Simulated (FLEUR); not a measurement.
# C (Fd-3m) in FLEUR: further runs

Runs on C. Level: LDA (Perdew-Zunger). Tasks: band structure, equation of state.

All numbers are computed with FLEUR MaX-R8.1 (patched build s14); they aren't measurements. Logs are shortened: lines on timing, memory, paths and dates and some standing lists are left out, and cuts for length are marked.

**Experimental background.**

“Equation of state of cubic boron nitride at high pressures and temperatures”, 2007, arxiv:cond-mat/0702656 quotes, for a bulk crystal of C: bulk modulus 444.8 ± 0.8 GPa.

The runs below are set against these values where they give the same quantity.

### 1 The crystal as given

The structure is cubic, space group Fd-3m (No. 227). Conventional cell: a = 3.567 Å, b = 3.567 Å, c = 3.567 Å, α = 90.00°, β = 90.00°, γ = 90.00°. Around C (site symmetry -43m) lie 4 C at 1.54 Å.

This isn't the form of C at room conditions, which is graphite.

### 2 Band structure, LDA (Perdew-Zunger)

inp.xml reads:

```xml
<?xml version="1.0" encoding="UTF-8" standalone="no"?>
<fleurInput fleurInputVersion="0.39">
   <comment>
      C                                                                                                   
   </comment>
   <calculationSetup>
      <cutoffs Kmax="5.04" Gmax="15.6" GmaxXC="15.6" numbands="0"/>
      <scfLoop itmax="60" minDistance="0.00001" maxIterBroyd="15" imix="Anderson" alpha="0.05" precondParam="0.0" spinf="2.0"/>
      <coreElectrons ctail="T" frcor="F" kcrel="0" coretail_lmax="0"/>
      <xcFunctional name="pz" relativisticCorrections="F"/>
      <magnetism jspins="1"/>
      <soc l_soc="F" theta="0.0" phi="0.0" spav="F"/>
      <expertModes spex="0" secvar="F"/>
      <geometryOptimization l_f="F" forcealpha="1.0" forcemix="BFGS" epsdisp="0.00001" epsforce="0.00001"/>
      <ldaU l_linMix="F" mixParam="0.05" spinf="1.0"/>
   </calculationSetup>
   <cell>
      <bzIntegration valenceElectrons="8.0" mode="hist" fermiSmearingEnergy="0.00183747">
         <kPointListSelection listName="default-1"/>
         <!-- k-points included here -->
         <xi:include xmlns:xi="http://www.w3.org/2001/XInclude" href="kpts.xml"> </xi:include>
      </bzIntegration>
      <!-- symmetry operations included here -->
      <xi:include xmlns:xi="http://www.w3.org/2001/XInclude" href="sym.xml"> </xi:include>
      <bulkLattice scale="1.0">
         <bravaisMatrix>
            <row-1>    0.0000000000000000     3.3700808788279017     3.3700808788279017</row-1>
            <row-2>    3.3700808788279017     0.0000000000000000     3.3700808788279017</row-2>
            <row-3>    3.3700808788279017     3.3700808788279017     0.0000000000000000</row-3>
         </bravaisMatrix>
      </bulkLattice>
   </cell>
   <atomSpecies>
      <species name="Carbon (C)" element="C" atomicNumber="6">
         <mtSphere radius="1.35" gridPoints="447" logIncrement="0.023"/>
         <atomicCutoffs lmax="5" lnonsphr="3"/>
         <electronConfig flipSpins="F">
            <coreConfig>(1s1/2)</coreConfig>
            <valenceConfig>(2s1/2) (2p1/2) (2p3/2)</valenceConfig>
            <stateOccupation state="(2p1/2)" spinUp="0.333333" spinDown="0.333333"/>
            <stateOccupation state="(2p3/2)" spinUp="0.666667" spinDown="0.666667"/>
         </electronConfig>
         <energyParameters s="2" p="2" d="3" f="4"/>
         <lo type="SCLO" l="0" n="2" eDeriv="2"/>
         <lo type="SCLO" l="1" n="2" eDeriv="2"/>
         <lo type="SCLO" l="2" n="3" eDeriv="2"/>
      </species>
   </atomSpecies>
   <atomGroups>
      <atomGroup species="Carbon (C)">
         <relPos label="                   1">-3.000/8.000 -3.000/8.000 -3.000/8.000</relPos>
         <relPos label="                   2">3.000/8.000 3.000/8.000 3.000/8.000</relPos>
         <force calculate="T" relaxXYZ="TTT"/>
      </atomGroup>
   </atomGroups>
   <output dos="F" band="F" slice="F">
      <checks vchk="F" cdinf="F"/>
      <bandDOS minEnergy="-.5*Htr" maxEnergy="0.5*Htr" sigma="0.015" storeEVData="T"/>
      <vacuumDOS vacdos="F" integ="F" star="F" nstars="0" locx1="0.0" locy1="0.0" locx2="0.0" locy2="0.0" nstm="0" tworkf="0.0"/>
      <unfoldingBand unfoldBand="F" supercellX="1" supercellY="1" supercellZ="1"/>
      <plotting iplot="0" polar="F">
         <plot TwoD="T" vec1="  1.0  0.0  0.0" vec2="  0.0  1.0  0.0" vec3="  0.0  0.0  1.0" zero="  0.0  0.0  0.0" file="plot"/>
      </plotting>
      <chargeDensitySlicing numkpt="0" minEigenval="0.0" maxEigenval="0.0" nnne="0" pallst="F"/>
      <specialOutput eonly="F"/>
      <magneticCircularDichroism mcd="F" energyLo="-10.0" energyUp="0.0"/>
   </output>
  <!-- We include the file relax.xml here to enable relaxations (see documentation) -->
  <xi:include xmlns:xi="http://www.w3.org/2001/XInclude" href="relax.xml"> <xi:fallback/> </xi:include>
</fleurInput>
```

crystal.txt reads:

```
C
&input cartesian=F /
0.0000000000  1.7833700000  1.7833700000
1.7833700000  0.0000000000  1.7833700000
1.7833700000  1.7833700000  0.0000000000
1.8897261246
1.0 1.0 1.0

2
6 0.7500000000  0.7500000000  0.7500000000
6 0.5000000000  0.5000000000  0.5000000000

&kpt div1=13 div2=13 div3=13 gamma=T /
```

inp.xml (bands) reads:

```
<?xml version="1.0" encoding="UTF-8" standalone="no"?>
<fleurInput fleurInputVersion="0.39">
   <comment>
      C                                                                                                   
   </comment>
   <calculationSetup>
      <cutoffs Kmax="5.04" Gmax="15.6" GmaxXC="15.6" numbands="0"/>
      <scfLoop itmax="60" minDistance="0.00001" maxIterBroyd="15" imix="Anderson" alpha="0.05" precondParam="0.0" spinf="2.0"/>
      <coreElectrons ctail="T" frcor="F" kcrel="0" coretail_lmax="0"/>
      <xcFunctional name="pz" relativisticCorrections="F"/>
      <magnetism jspins="1"/>
      <soc l_soc="F" theta="0.0" phi="0.0" spav="F"/>
      <expertModes spex="0" secvar="F"/>
      <geometryOptimization l_f="F" forcealpha="1.0" forcemix="BFGS" epsdisp="0.00001" epsforce="0.00001"/>
      <ldaU l_linMix="F" mixParam="0.05" spinf="1.0"/>
   </calculationSetup>
   <cell>
      <bzIntegration valenceElectrons="8.0" mode="hist" fermiSmearingEnergy="0.00183747">
         <kPointListSelection listName="path-1"/>
         <!-- k-points included here -->
         <xi:include xmlns:xi="http://www.w3.org/2001/XInclude" href="kpts.xml"> </xi:include>
      </bzIntegration>
      <!-- symmetry operations included here -->
      <xi:include xmlns:xi="http://www.w3.org/2001/XInclude" href="sym.xml"> </xi:include>
      <bulkLattice scale="1.0">
         <bravaisMatrix>
            <row-1>    0.0000000000000000     3.3700808788279017     3.3700808788279017</row-1>
            <row-2>    3.3700808788279017     0.0000000000000000     3.3700808788279017</row-2>
            <row-3>    3.3700808788279017     3.3700808788279017     0.0000000000000000</row-3>
         </bravaisMatrix>
      </bulkLattice>
   </cell>
   <atomSpecies>
      <species name="Carbon (C)" element="C" atomicNumber="6">
         <mtSphere radius="1.35" gridPoints="447" logIncrement="0.023"/>
         <atomicCutoffs lmax="5" lnonsphr="3"/>
         <electronConfig flipSpins="F">
            <coreConfig>(1s1/2)</coreConfig>
            <valenceConfig>(2s1/2) (2p1/2) (2p3/2)</valenceConfig>
            <stateOccupation state="(2p1/2)" spinUp="0.333333" spinDown="0.333333"/>
            <stateOccupation state="(2p3/2)" spinUp="0.666667" spinDown="0.666667"/>
         </electronConfig>
         <energyParameters s="2" p="2" d="3" f="4"/>
         <lo type="SCLO" l="0" n="2" eDeriv="2"/>
         <lo type="SCLO" l="1" n="2" eDeriv="2"/>
         <lo type="SCLO" l="2" n="3" eDeriv="2"/>
      </species>
   </atomSpecies>
   <atomGroups>
      <atomGroup species="Carbon (C)">
         <relPos label="                   1">-3.000/8.000 -3.000/8.000 -3.000/8.000</relPos>
         <relPos label="                   2">3.000/8.000 3.000/8.000 3.000/8.000</relPos>
         <force calculate="T" relaxXYZ="TTT"/>
      </atomGroup>
   </atomGroups>
   <output dos="F" band="T" slice="F">
      <checks vchk="F" cdinf="F"/>
      <bandDOS minEnergy="-.5*Htr" maxEnergy="0.5*Htr" sigma="0.015" storeEVData="T"/>
      <vacuumDOS vacdos="F" integ="F" star="F" nstars="0" locx1="0.0" locy1="0.0" locx2="0.0" locy2="0.0" nstm="0" tworkf="0.0"/>
      <unfoldingBand unfoldBand="F" supercellX="1" supercellY="1" supercellZ="1"/>
      <plotting iplot="0" polar="F">
         <plot TwoD="T" vec1="  1.0  0.0  0.0" vec2="  0.0  1.0  0.0" vec3="  0.0  0.0  1.0" zero="  0.0  0.0  0.0" file="plot"/>
      </plotting>
      <chargeDensitySlicing numkpt="0" minEigenval="0.0" maxEigenval="0.0" nnne="0" pallst="F"/>
      <specialOutput eonly="F"/>
      <magneticCircularDichroism mcd="F" energyLo="-10.0" energyUp="0.0"/>
   </output>
  <!-- We include the file relax.xml here to enable relaxations (see documentation) -->
  <xi:include xmlns:xi="http://www.w3.org/2001/XInclude" href="relax.xml"> <xi:fallback/> </xi:include>
</fleurInput>
```

Potentials or basis: all-electron, FLAPW.

The run is started by

```bash
$ inpgen -f crystal.txt -profile fastHighL
$ # inp.xml edited to the form shown
$ fleur
$ fleur   # second run, on inp.xml (bands)
```

The log of the run:

```text
Welcome to FLEUR        (www.flapw.de)
      MaX-Release 8.1          (www.max-centre.eu)

 ========== k-point set info ==========
 Selected k-point list: default-1
 k-point list type: mesh
 13 x 13 x 13
 Number of k points: 84

 ------------Calculation Setup---------------------------
 Number of OMP-threads    :            1
 Number of basis functions:          204
 Approximate size of matrices (H+S) per k-point:         0.001 GB
 --------------------------------------------------------
 Iteration:     1   Distance:      26.06374037 me/bohr^3
 Iteration:     2   Distance:      24.54587376 me/bohr^3
 Iteration:     3   Distance:       4.07636787 me/bohr^3
 Iteration:     4   Distance:       1.53981666 me/bohr^3
 Iteration:     5   Distance:       0.27029334 me/bohr^3
 Iteration:     6   Distance:       0.04555555 me/bohr^3
 Iteration:     7   Distance:       0.00911516 me/bohr^3
 Iteration:     8   Distance:       0.00064252 me/bohr^3
 Iteration:     9   Distance:       0.00020816 me/bohr^3
 Iteration:    10   Distance:       0.00000361 me/bohr^3

 ********************************************************************
 Run finished successfully
 Stop message:
   all done
 ********************************************************************
```

output (bands):

```text
Welcome to FLEUR        (www.flapw.de)
      MaX-Release 8.1          (www.max-centre.eu)

 ========== k-point set info ==========
 Selected k-point list: path-1
 k-point list type: path
 Number of k points: 60

 ------------Calculation Setup---------------------------
 Number of OMP-threads    :            1
 Number of basis functions:          204
 Approximate size of matrices (H+S) per k-point:         0.001 GB
 --------------------------------------------------------
 Fermi energy correction for insulators:
 No automatic correction of the Fermi energy has been performed.

 Note: Band structure data (together with different weights) is also stored in the banddos.hdf file.
       A convenient way of extracting and plotting the data from that file is by making use of the

 ********************************************************************
 Run finished successfully
 Stop message:
   Charge density postprocessing done.
 ********************************************************************
```

out.xml (last iteration):

```text
<iteration numberForCurrentRun="   10" overallNumber="   10">
         <energyParameters units="Htr">
            <atomicEP atomType="1" spin="1" branch="2s" branchLowest="-9.22" branchHighest="2.76" value="-0.2673963459"/>
            <atomicEP atomType="1" spin="1" branch="2p" branchLowest="-9.99" branchHighest="2.30" value="-0.0712527212"/>
            <atomicEP atomType="1" spin="1" branch="3d" branchLowest="-9.99" branchHighest="6.92" value="0.1331601495"/>
            <atomicEP atomType="1" spin="1" branch="4f" branchLowest="-9.99" branchHighest="11.61" value="0.2929780878"/>
            <loAtomicEP atomType="1" spin="1" branch="2s" branchLowest="-9.22" branchHighest="2.76" value="-0.2673963459"/>
            <loAtomicEP atomType="1" spin="1" branch="2p" branchLowest="-9.99" branchHighest="2.30" value="-0.0712669775"/>
            <loAtomicEP atomType="1" spin="1" branch="3d" branchLowest="-9.99" branchHighest="6.92" value="0.1331591377"/>
         </energyParameters>
         <eigenvalues>
            <eigenvaluesAt spin="1" ikpt="1" k_x="0.00000000" k_y="0.00000000" k_z="0.00000000">
                      -0.3414998376        0.4420063962        0.4420063962        0.4420063962        0.6462308604
                       0.6462308604        0.6462308604
            </eigenvaluesAt>
            <eigenvaluesAt spin="1" ikpt="2" k_x="0.00000000" k_y="0.00000000" k_z="0.07692308">
                      -0.3354841769        0.4034245245        0.4318407001        0.4318407001        0.6595260191
                       0.6595260191        0.6692275100
            </eigenvaluesAt>
            <eigenvaluesAt spin="1" ikpt="3" k_x="0.00000000" k_y="0.00000000" k_z="0.15384615">
                      -0.3174949501        0.3209952468        0.4089053965        0.4089053965        0.6896377046
                       0.6896377046        0.7075368519
            </eigenvaluesAt>
            <eigenvaluesAt spin="1" ikpt="4" k_x="0.00000000" k_y="0.00000000" k_z="0.23076923">
                      -0.2877326971        0.2262103107        0.3840974943        0.3840974943        0.7201069630
                       0.7201069630        0.7372966865
            </eigenvaluesAt>
         </eigenvalues>
         <bandgap value="4.1117305482" units="eV"/>
         <sumValenceSingleParticleEnergies value="0.9208109735" units="Htr"/>
         <FermiEnergy value="0.4420063962" units="Htr"/>
         <valenceDensity>
            <mtCharges spin="1">
               <mtCharge atomType="1" total="2.0937253" s="0.6422927" p="1.4161975" d="0.0316359" f="0.0030440"/>
            </mtCharges>
            <spinDependentCharge spin="1" total="8.0000000" interstitial="3.8125493" mtSpheres="4.1874507"/>
            <totalCharge value="8.0000000000"/>
         </valenceDensity>
         <coreStates atomType="     1" atomicNumber="  6" spin="1" kinEnergy="     31.4551941783" eigValSum="    -18.4396886709" lostElectrons=" 0.000196">
            <state n="1" l="0" j="0.5" energy="-9.2198443354" weight="1.0000000000"/>
         </coreStates>
         <allElectronCharges>
            <spinDependentCharge spin="1" total="12.0000000" interstitial="3.8129387" mtSpheres="8.1870613"/>
            <totalCharge value="11.9999999973"/>
         </allElectronCharges>
         <totalEnergy                                    value="      -75.6215311573" units="Htr">
            <sumOfEigenvalues                            value="      -35.9585663682">
               <coreElectrons value="-36.8793773418"/>
               <valenceElectrons value="0.9208109735"/>
            </sumOfEigenvalues>
            <densityCoulombPotentialIntegral value="-97.5560793176"/>
            <densityEffectivePotentialIntegral value="-111.0348055166"/>
            <chargeDenXCDenIntegral value="-10.2392841669"/>
            <FockExchangeEnergyValence value="0.0000000000"/>
            <FockExchangeEnergyCore value="0.0000000000"/>
            <atomTypeDependentContributions atomType="1">
               <electronNucleiInteractionDifferentMTs value="82.9429116550"/>
               <MadelungTerm value="-8.7375348250"/>
            </atomTypeDependentContributions>
            <tkbTimesEntropy value="0.0000000000"/>
            <freeEnergy value="-75.6215311573"/>
            <extrapolationTo0K value="-75.6215311573"/>
         </totalEnergy>
         <densityConvergence units="me/bohr^3">
            <chargeDensity spin="1" distance="0.0000036135"/>
         </densityConvergence>
      </iteration>
```

Run time: 5.1 s. Hardware: 1 thread of Intel Xeon Platinum 8488C (Sapphire Rapids), shared host; peak memory 0.04 GiB.

Results:

| Quantity | Value |
| --- | --- |
| Free energy | -2057.7667 eV |
| Band gap on the k mesh | 4.11 eV, indirect (least direct gap 5.56 eV) |
| Band gap along the path | 4.10 eV, indirect (least direct gap 5.56 eV) |
| Valence electrons inside the program's atomic spheres | C 2.09 (radii C 1.35 bohr) |

Levels at the corners of the path, in eV from the valence-band top:
| point | band 2 | band 3 | band 4 | band 5 | band 6 | band 7 |
| --- | --- | --- | --- | --- | --- | --- |
| Γ | 0.00 | 0.00 | 0.00 | 5.56 | 5.56 | 5.56 |
| X | -12.61 | -6.28 | -6.28 | 4.71 | 4.71 | 16.61 |
| W | -11.78 | -8.34 | -8.34 | 10.45 | 10.45 | 12.33 |
| K | -11.59 | -9.35 | -5.34 | 5.62 | 10.66 | 14.22 |
| Γ | 0.00 | 0.00 | 0.00 | 5.56 | 5.56 | 5.56 |
| L | -13.35 | -2.78 | -2.78 | 8.39 | 8.39 | 9.00 |
| U | -11.59 | -9.35 | -5.34 | 5.62 | 10.66 | 14.22 |
| W | -11.78 | -8.34 | -8.34 | 10.45 | 10.45 | 12.33 |
| L | -13.35 | -2.78 | -2.78 | 8.39 | 8.39 | 9.00 |
| K | -11.59 | -9.35 | -5.34 | 5.62 | 10.66 | 14.22 |
| U | -11.59 | -9.35 | -5.34 | 5.62 | 10.66 | 14.22 |
| X | -12.61 | -6.28 | -6.28 | 4.71 | 4.71 | 16.61 |

Core levels (eV from the Fermi level):
| atom | levels |
| --- | --- |
| 1 C | 1s1/2 -262.9 |
| 2 C | 1s1/2 -262.9 |

### 3 Equation of state, LDA (Perdew-Zunger), 5.33 Å³/atom (volume scaled by 0.94)

inp.xml: that of step 2 with these lines changed.

```diff
@@ -6,3 +6,3 @@
    <calculationSetup>
-      <cutoffs Kmax="5.04" Gmax="15.6" GmaxXC="15.6" numbands="0"/>
+      <cutoffs Kmax="5.19" Gmax="16.1" GmaxXC="16.1" numbands="0"/>
       <scfLoop itmax="60" minDistance="0.00001" maxIterBroyd="15" imix="Anderson" alpha="0.05" precondParam="0.0" spinf="2.0"/>
@@ -24,3 +24,3 @@
       <xi:include xmlns:xi="http://www.w3.org/2001/XInclude" href="sym.xml"> </xi:include>
-      <bulkLattice scale="1.0">
+      <bulkLattice scale="0.9795861087">
          <bravaisMatrix>
@@ -34,3 +34,3 @@
       <species name="Carbon (C)" element="C" atomicNumber="6">
-         <mtSphere radius="1.35" gridPoints="447" logIncrement="0.023"/>
+         <mtSphere radius="1.31" gridPoints="447" logIncrement="0.023"/>
          <atomicCutoffs lmax="5" lnonsphr="3"/>
```

Potentials or basis: all-electron, FLAPW.

The run is started by

```bash
$ inpgen -f crystal.txt -profile fastHighL
$ # inp.xml edited to the form shown
$ fleur
```

The log of the run:

```text
Welcome to FLEUR        (www.flapw.de)
      MaX-Release 8.1          (www.max-centre.eu)

 ========== k-point set info ==========
 Selected k-point list: default-1
 k-point list type: mesh
 13 x 13 x 13
 Number of k points: 84

 ------------Calculation Setup---------------------------
 Number of OMP-threads    :            1
 Number of basis functions:          208
 Approximate size of matrices (H+S) per k-point:         0.001 GB
 --------------------------------------------------------
 Iteration:     1   Distance:      28.30149834 me/bohr^3
 Iteration:     2   Distance:      26.63418040 me/bohr^3
 Iteration:     3   Distance:       4.36808809 me/bohr^3
 Iteration:     4   Distance:       1.72602279 me/bohr^3
 Iteration:     5   Distance:       0.27902446 me/bohr^3
 Iteration:     6   Distance:       0.05380686 me/bohr^3
 Iteration:     7   Distance:       0.00886404 me/bohr^3
 Iteration:     8   Distance:       0.00055248 me/bohr^3
 Iteration:     9   Distance:       0.00027729 me/bohr^3
 Iteration:    10   Distance:       0.00000314 me/bohr^3

 ********************************************************************
 Run finished successfully
 Stop message:
   all done
 ********************************************************************
```

out.xml (last iteration):

```text
<iteration numberForCurrentRun="   10" overallNumber="   10">
         <energyParameters units="Htr">
            <atomicEP atomType="1" spin="1" branch="2s" branchLowest="-9.17" branchHighest="3.09" value="-0.2836990207"/>
            <atomicEP atomType="1" spin="1" branch="2p" branchLowest="-9.99" branchHighest="2.51" value="-0.0930599580"/>
            <atomicEP atomType="1" spin="1" branch="3d" branchLowest="-9.99" branchHighest="7.38" value="0.1077934576"/>
[... 53 lines left out ...]
            </atomTypeDependentContributions>
            <tkbTimesEntropy value="0.0000000000"/>
            <freeEnergy value="-75.6213899059"/>
            <extrapolationTo0K value="-75.6213899059"/>
         </totalEnergy>
         <densityConvergence units="me/bohr^3">
            <chargeDensity spin="1" distance="0.0000031437"/>
         </densityConvergence>
      </iteration>
```

Wall time 5.3 s (1 thread of Intel Xeon Platinum 8488C (Sapphire Rapids), shared host); peak memory 0.09 GiB.

What came out:

- Free energy: -2057.7628 eV
- Band gap on the k mesh: 4.26 eV, indirect (least direct gap 5.73 eV)
- Valence electrons inside the program's atomic spheres: C 2.02 (radii C 1.31 bohr)

Caveat: an odd mesh through Γ misses points on the zone boundary, where band edges often lie.

### 4 Equation of state, LDA (Perdew-Zunger), 5.44 Å³/atom (volume scaled by 0.96)

inp.xml: that of step 3 with these lines changed.

```diff
@@ -24,3 +24,3 @@
       <xi:include xmlns:xi="http://www.w3.org/2001/XInclude" href="sym.xml"> </xi:include>
-      <bulkLattice scale="0.9795861087">
+      <bulkLattice scale="0.9864848297">
          <bravaisMatrix>
```

The run is started by

```bash
$ inpgen -f crystal.txt -profile fastHighL
$ # inp.xml edited to the form shown
$ fleur
```

It took 4.9 s on 1 thread of Intel Xeon Platinum 8488C (Sapphire Rapids), shared host; peak memory 0.09 GiB.

Results (log left out):

```yaml
Free_energy: -2057.7847 eV
Band_gap_on_the_k_mesh: 4.21 eV, indirect (least direct gap 5.67 eV)
Valence_electrons_inside_the_program's_atomic_spheres: C 2.00 (radii C 1.31 bohr)
```

Caveat: an odd mesh through Γ misses points on the zone boundary, where band edges often lie.

(Continued in part 2 of 2.)
